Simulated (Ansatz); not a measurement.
# C (Fd-3m) in Ansatz: equation of state

How stiff is C in PBE, and what volume does it want? The cell is scaled to several volumes.

Program: Ansatz 0.2.0. These are calculated values, not measurements. Logs are shortened: lines on timing, memory, paths and dates and some standing lists are left out, and cuts for length are marked.

**The experiment to reproduce.**

From “Equation of state of cubic boron nitride at high pressures and temperatures”, 2007, arxiv:cond-mat/0702656, for a bulk crystal of C: bulk modulus 442 ± 5 GPa.

How close the calculation comes is told below.

### 1 Starting point

It takes space group Fd-3m (No. 227, cubic). The conventional cell has a = 3.567 Å, b = 3.567 Å, c = 3.567 Å, α = 90.00°, β = 90.00°, γ = 90.00°. C (site symmetry -43m) is surrounded by 4 C at 1.54 Å.

This isn't the form of C at room conditions, which is graphite.

### 2 Single point, PBE, 5.33 Å³/atom (volume scaled by 0.94)

Input file input.yaml:

```yaml
crystal:
  lattice:
    - [0.0, 1.7469644787, 1.7469644787]
    - [1.7469644787, 0.0, 1.7469644787]
    - [1.7469644787, 1.7469644787, 0.0]
  atoms:
    - { symbol: C, position: [0.75, 0.75, 0.75] }
    - { symbol: C, position: [0.5, 0.5, 0.5] }
hamiltonian:
  xc: pbe
  pseudopotentials: { kind: paw }
kpoints:
  mp_grid: { grid: [13, 13, 13] }
scf:
  occupations: { method: fermi_dirac, width: 0.05 }
output:
  forces: true
  stress: true
  eigenvalues: true
```

Potentials or basis: Ansatz PAW.

The run is started by

```
> ansatz run input.yaml --threads 1 --pin off --max-ram 2560MiB --backend cpu --events-out ev --progress --plain --runs-dir out
```

Output:

```text
Warning: RAYON_NUM_THREADS=1 ignored (pool sized by the plan → 1); use --threads N
Engine: ansatz 0.2.0, aarch64-unknown-linux-gnu
Pseudopotentials: kind: paw
Pseudopotential: C, paw, valence charge 4, recommended cutoff 420 eV (normal), C.paw.azcp
Functional definition: PBE
  parameter kappa = 0.804
  parameter beta = 0.06672455060314922
  exchange = pbe_x(kappa = kappa, mu = beta*pi^2/3)
  correlation = pbe_c(beta = beta)
Crystal: 2 atoms, lattice volume = 10.663 Å³
Basis set: ecut = 420 eV, 181 PW (Γ), exchange–correlation on 36×36×36 points (8 copies of the dense FFT grid, shifted against one another)
Bands: 8, of which v1, the nominal top of the filled ones, is band 4 counted from 1 (3 counted from 0)
Symmetry: 48 space group operations
Space group: Fd-3m (ITA 227), of the structure as read, at distance tolerance 2.2e-5 Å
k-points: 84 of 2197
Non-local potential: C, projectors of the file, l = 0: 2, l = 1: 2, l = 2: 1
PAW form: soft (Blöchl's): semilocal exchange-correlation on the pseudo side does not see the compensation charge
PAW one-centre angular grid: C, 110 points (default); XC on 64 Gauss nodes
Initial density: superposition of atomic densities (neutral atoms: chi_scale 0, normalization atom), corrected by the library's trained network
Initial wavefunctions: pseudopotential atomic-orbital guess
Functional: x = pbe(κ = 0.804, μ = 0.2195149727645171), c = pbe(β = 0.06672455060314922)
SCF iter   1: F=—  HF=-501.545969 eV  |F-HF|=—  |Δ(HF+E_count)|=         —  Δρ=2.86e-3  dr2=2.99e-4  ethr=1.77e-3  ⟨swp⟩=4.7  Hψ=4343  notcnv=0
preconditioner: auto → none  [insulator: Δε(μ)=4.282 eV  Ē_g=20.556 eV  σ=0.050 eV  W_gap=1.00  n_scr=0 (ndim 8)  ℏωp=32.2 eV  f_vac=0.000  D(μ)=0.00/eV (n_scr^D=0)  ε∞_Penn≈3.4]
SCF iter   2: F=—  HF=-501.546121 eV  |F-HF|=—  |Δ(HF+E_count)|=   1.52e-4  Δρ=1.23e-3  dr2=3.73e-5  ethr=3.74e-6  ⟨swp⟩=2.4  Hψ=1661  notcnv=0
SCF iter   3: F=—  HF=-501.546201 eV  |F-HF|=—  |Δ(HF+E_count)|=   7.95e-5  Δρ=2.24e-4  dr2=9.66e-7  ethr=4.66e-7  ⟨swp⟩=2.6  Hψ=1032  notcnv=0
iter 4 did not close the SCF: its close was put off for the readings that it lacked (scf_convergence_deferred on its scf_iter line)
SCF iter   4: F=-501.546204 eV  HF=-501.546204 eV  |F-HF|=1.79e-9  |Δ(HF+E_count)|=   3.06e-6  Δρ=1.15e-5  dr2=7.91e-9  ethr=1.21e-8  ⟨swp⟩=2.4  Hψ=979  notcnv=0
iter 5 did not close the SCF: its close was put off for the readings that it lacked (scf_convergence_deferred on its scf_iter line)
SCF iter   5: F=-501.546204 eV  HF=-501.546204 eV  |F-HF|=1.43e-10  |Δ(HF+E_count)|=   3.00e-9  Δρ=1.21e-6  dr2=4.69e-11  ethr=9.89e-11  ⟨swp⟩=2.5  Hψ=984  notcnv=0
SCF iter   6: F=-501.546204 eV  HF=-501.546204 eV  |F-HF|=0.00e0  |Δ(HF+E_count)|=  1.65e-10  Δρ=4.48e-8  dr2=1.13e-13  ethr=1.00e-12  ⟨swp⟩=1.0  Hψ=1960  notcnv=0
SCF 1 converged in 6 iterations: F = -501.546204 eV  dr2 = 1.13e-13
SCF converged after 6 iterations
Free energy (F): -501.546204 eV
Harris-Foulkes:  -501.546204 eV  (|F-HF|=0.00e0)
Internal energy: -501.546204 eV  (E = F + TS)
E sigma→0 (E₀):  -501.546204 eV
Fermi energy:    16.582499 eV
--- Per-component energies (eV) ---
  E_band       = 40.735588
  E_kinetic    = 188.916137
  E_local      = -117.901135  (includes V_loc(G=0)·N_el)
  E_nonlocal   = 54.121520
  E_hartree    = 25.918256
  E_xc         = -98.557870
  E_vxc        = -122.435817  (∫ρ·V_xc dr)
  E_paw        = -198.830490  (= ΣΔE_a)
  E_vpaw       = -13.801646  (= ΣTr[D̂ρ^β])
  E_aug_tail   = 0.000013  (compensation charges beyond the density's cutoff)
  E_ewald      = -355.212636
  E_smearing   = -0.000000  (= −TS)
  E_closure    = 0.000000  (closes the sum)
  Σ components = -501.546204   (vs F -501.546204, Δ=0.00e0)
--- Forces (eV/Å), atoms counted from 1 ---
  atom   1  C     -0.00000000     0.00000000     0.00000000
  atom   2  C      0.00000000     0.00000000     0.00000000
  max |Σ_I F_I| component: 1.26e-16 eV/Å
--- Stress (GPa, compression-positive) ---
       32.224002      -0.000000      -0.000000
        0.000000      32.224002      -0.000000
        0.000000      -0.000000      32.224002
  P = ⅓ Tr σ = 32.2240 GPa (322.240 kbar)
--- Band table (eV; the first three rows and the last of 84) ---
  k-point 0: bands = ["-7.8684", "14.4610", "14.4610", "14.4610", "20.2280", "20.2280", "20.2280", "29.1770"]
  k-point 1: bands = ["-7.6976", "13.3392", "14.1616", "14.1616", "20.6182", "20.6182", "20.9194", "29.2779"]
  k-point 2: bands = ["-7.1867", "10.9653", "13.4917", "13.4917", "21.4976", "21.4976", "22.0813", "29.5650"]
  k-point 83: bands = ["1.2877", "2.7977", "5.2553", "6.2829", "24.8984", "25.1112", "27.3516", "28.6113"]
```

It took 0.53 s on 1 thread of Arm Neoverse V2, shared host; peak memory 0.24 GiB.

What came out:

| Item | Value |
| --- | --- |
| Free energy | -501.5462 eV |
| Pressure | 32.2 GPa |
| Band gap on the k mesh | 4.29 eV, indirect (least direct gap 5.77 eV) |

Caveat: odd divisions of the mesh miss points on the zone boundary, where band edges often lie, so the gap on the mesh can be too wide; the pressure holds a Pulay correction of +1.0 GPa for the finite cutoff.

### 3 Single point, PBE, 5.44 Å³/atom (volume scaled by 0.96)

Edit input.yaml of step 2 so:

```diff
@@ -2,5 +2,5 @@
   lattice:
-    - [0.0, 1.7469644787, 1.7469644787]
-    - [1.7469644787, 0.0, 1.7469644787]
-    - [1.7469644787, 1.7469644787, 0.0]
+    - [0.0, 1.7592674508, 1.7592674508]
+    - [1.7592674508, 0.0, 1.7592674508]
+    - [1.7592674508, 1.7592674508, 0.0]
   atoms:
@@ -19 +19,5 @@
   eigenvalues: true
+  write_density: true
+  write_potential: true
+  elf: true
+  volumetric_format: npy
```

Potentials or basis: Ansatz PAW.

The run is started by

```
> ansatz run input.yaml --threads 1 --pin off --max-ram 2560MiB --backend cpu --events-out ev --progress --plain --runs-dir out
```

Run time: 0.7 s. Hardware: 1 thread of Arm Neoverse V2, shared host; peak memory 0.24 GiB.

The run converged. Its results:

| Property | Result |
| --- | --- |
| Free energy | -501.5839 eV |
| Pressure | 21.1 GPa |
| Band gap on the k mesh | 4.24 eV, indirect (least direct gap 5.71 eV) |

Caveat: odd divisions of the mesh miss points on the zone boundary, where band edges often lie, so the gap on the mesh can be too wide; the pressure holds a Pulay correction of +1.0 GPa for the finite cutoff.

### 4 Single point, PBE, 5.56 Å³/atom (volume scaled by 0.98)

Input file input.yaml:

```yaml
crystal:
  lattice:
    - [0.0, 1.7714007132, 1.7714007132]
    - [1.7714007132, 0.0, 1.7714007132]
    - [1.7714007132, 1.7714007132, 0.0]
  atoms:
    - { symbol: C, position: [0.75, 0.75, 0.75] }
    - { symbol: C, position: [0.5, 0.5, 0.5] }
hamiltonian:
  xc: pbe
  pseudopotentials: { kind: paw }
kpoints:
  mp_grid: { grid: [13, 13, 13] }
scf:
  occupations: { method: fermi_dirac, width: 0.05 }
output:
  forces: true
  stress: true
  eigenvalues: true
```

The run is started by

```
> ansatz run input.yaml --threads 1 --pin off --max-ram 2560MiB --backend cpu --events-out ev --progress --plain --runs-dir out
```

It took 0.53 s on 1 thread of Arm Neoverse V2, shared host; peak memory 0.24 GiB.

It converged, with:

* Free energy: -501.6065 eV
* Pressure: 11.0 GPa
* Band gap on the k mesh: 4.20 eV, indirect (least direct gap 5.65 eV)

Caveat: odd divisions of the mesh miss points on the zone boundary, where band edges often lie, so the gap on the mesh can be too wide; the pressure holds a Pulay correction of +1.0 GPa for the finite cutoff.

### 5 Single point, PBE, 5.67 Å³/atom

Edit input.yaml of step 4 so:

```diff
@@ -2,5 +2,5 @@
   lattice:
-    - [0.0, 1.7714007132, 1.7714007132]
-    - [1.7714007132, 0.0, 1.7714007132]
-    - [1.7714007132, 1.7714007132, 0.0]
+    - [0.0, 1.78337, 1.78337]
+    - [1.78337, 0.0, 1.78337]
+    - [1.78337, 1.78337, 0.0]
   atoms:
```

The run is started by

```
> ansatz run input.yaml --threads 1 --pin off --max-ram 2560MiB --backend cpu --events-out ev --progress --plain --runs-dir out
```

It took 0.53 s on 1 thread of Arm Neoverse V2, shared host; peak memory 0.24 GiB.

Results (log left out):

```
Free energy            : -501.6155 eV
Pressure               : 1.8 GPa
Band gap on the k mesh : 4.15 eV, indirect (least direct gap 5.59 eV)
```

Caveat: odd divisions of the mesh miss points on the zone boundary, where band edges often lie, so the gap on the mesh can be too wide; the pressure holds a Pulay correction of +1.0 GPa for the finite cutoff.

### 6 Single point, PBE, 5.79 Å³/atom (volume scaled by 1.02)

Edit input.yaml of step 5 so:

```diff
@@ -2,5 +2,5 @@
   lattice:
-    - [0.0, 1.78337, 1.78337]
-    - [1.78337, 0.0, 1.78337]
-    - [1.78337, 1.78337, 0.0]
+    - [0.0, 1.7951807415, 1.7951807415]
+    - [1.7951807415, 0.0, 1.7951807415]
+    - [1.7951807415, 1.7951807415, 0.0]
   atoms:
```

Potentials or basis: Ansatz PAW.

The run is started by

```
> ansatz run input.yaml --threads 1 --pin off --max-ram 2560MiB --backend cpu --events-out ev --progress --plain --runs-dir out
```

Wall time 0.55 s (1 thread of Arm Neoverse V2, shared host); peak memory 0.24 GiB.

It converged, with:

| Item | Value |
| --- | --- |
| Free energy | -501.6120 eV |
| Pressure | -6.6 GPa |
| Band gap on the k mesh | 4.11 eV, indirect (least direct gap 5.54 eV) |

Caveat: odd divisions of the mesh miss points on the zone boundary, where band edges often lie, so the gap on the mesh can be too wide; the pressure holds a Pulay correction of +1.0 GPa for the finite cutoff.

### 7 Single point, PBE, 5.90 Å³/atom (volume scaled by 1.04)

Edit input.yaml of step 6 so:

```diff
@@ -2,5 +2,5 @@
   lattice:
-    - [0.0, 1.7951807415, 1.7951807415]
-    - [1.7951807415, 0.0, 1.7951807415]
-    - [1.7951807415, 1.7951807415, 0.0]
+    - [0.0, 1.806838086, 1.806838086]
+    - [1.806838086, 0.0, 1.806838086]
+    - [1.806838086, 1.806838086, 0.0]
   atoms:
@@ -19 +19,5 @@
   eigenvalues: true
+  write_density: true
+  write_potential: true
+  elf: true
+  volumetric_format: npy
```

The run is started by

```
> ansatz run input.yaml --threads 1 --pin off --max-ram 2560MiB --backend cpu --events-out ev --progress --plain --runs-dir out
```

Run time: 0.72 s. Hardware: 1 thread of Arm Neoverse V2, shared host; peak memory 0.25 GiB.

Results (log left out):

```
Free energy            : -501.5971 eV
Pressure               : -14.3 GPa
Band gap on the k mesh : 4.07 eV, indirect (least direct gap 5.49 eV)
```

Caveat: odd divisions of the mesh miss points on the zone boundary, where band edges often lie, so the gap on the mesh can be too wide; the pressure holds a Pulay correction of +1.0 GPa for the finite cutoff.

### 8 Single point, PBE, 6.01 Å³/atom (volume scaled by 1.06)

Edit input.yaml of step 7 so:

```diff
@@ -2,5 +2,5 @@
   lattice:
-    - [0.0, 1.806838086, 1.806838086]
-    - [1.806838086, 0.0, 1.806838086]
-    - [1.806838086, 1.806838086, 0.0]
+    - [0.0, 1.8183469191, 1.8183469191]
+    - [1.8183469191, 0.0, 1.8183469191]
+    - [1.8183469191, 1.8183469191, 0.0]
   atoms:
```

The run is started by

```
> ansatz run input.yaml --threads 1 --pin off --max-ram 2560MiB --backend cpu --events-out ev --progress --plain --runs-dir out
```

Run time: 0.73 s. Hardware: 1 thread of Arm Neoverse V2, shared host; peak memory 0.25 GiB.

It converged, with:

- Free energy: -501.5719 eV
- Pressure: -21.2 GPa
- Band gap on the k mesh: 4.03 eV, indirect (least direct gap 5.44 eV)

Caveat: odd divisions of the mesh miss points on the zone boundary, where band edges often lie, so the gap on the mesh can be too wide; the pressure holds a Pulay correction of +1.0 GPa for the finite cutoff.

### 9 Equation of state, PBE

Potentials or basis: Ansatz PAW.

This step only gathers the single runs of the series.

What came out:

| Quantity | Value |
| --- | --- |
| Equilibrium volume | 5.70 Å³/atom |
| Bulk modulus | 433 GPa |
| Pressure derivative of the bulk modulus | 3.6 |

Energy against volume, from the lowest point:
| volume (Å³/atom) | energy (meV/atom) |
| --- | --- |
| 5.332 | 34.65 |
| 5.445 | 15.80 |
| 5.558 | 4.51 |
| 5.672 | 0.00 |
| 5.785 | 1.76 |
| 5.899 | 9.18 |
| 6.012 | 21.80 |

### 10 How close it comes

Step 9. Against the measured bulk modulus of C, 442 GPa (quoted in “Equation of state of cubic boron nitride at high pressures and temperatures”, 2007, arxiv:cond-mat/0702656), the calculated 433 GPa is off by -2.0 %. 3 values of this kind are on record (442 to 444.8 GPa); this one was drawn at random among those near their median, those with a stated uncertainty first. The fit is for a static lattice scaled at fixed shape and fixed fractional positions. The cell as given is a measured one (5.67 Å³/atom); PBE puts the equilibrium volume +0.4 % from it, thermal expansion not counted.
